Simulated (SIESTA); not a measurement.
The system is MgS (Niningerite).

```xyz
2
Lattice="3.6793 0.0000 0.0000 1.8396 3.1864 0.0000 1.8396 1.0621 3.0041" Properties=species:S:1:pos:R:3 pbc="T T T"
S     3.6793    2.1242    1.5021
Mg    0.0000    0.0000    0.0000
```

Base run:

- Program: SIESTA 5.4.2
- Functional: PBE
- Potentials or basis: PseudoDojo 0.4 standard (PBE files)
- Basis: DZDP (energy shift 0.003 Ry; two zetas on semicore shells)
- Grid cutoff: 800 Ry
- Energy shift: 0.003 Ry
- k mesh: 9 × 9 × 9
- Occupations: fermi-dirac, width 0.05 eV
- Spin: no spin polarisation

Its results: band gap on the k mesh 2.84 eV, indirect (least direct gap 3.78 eV); pressure 3.1 GPa.

The run is repeated on the same cell with these changes: basis from DZDP (energy shift 0.003 Ry; two zetas on semicore shells) to SZP (energy shift 0.003 Ry). What comes out?

Band gap on the k mesh 2.64 eV, indirect (least direct gap 3.93 eV); pressure 6.5 GPa.

Caveats: an odd mesh through Γ misses points on the zone boundary, where band edges often lie; the basis of atomic orbitals isn't converged, which shifts pressures, moduli and gaps.
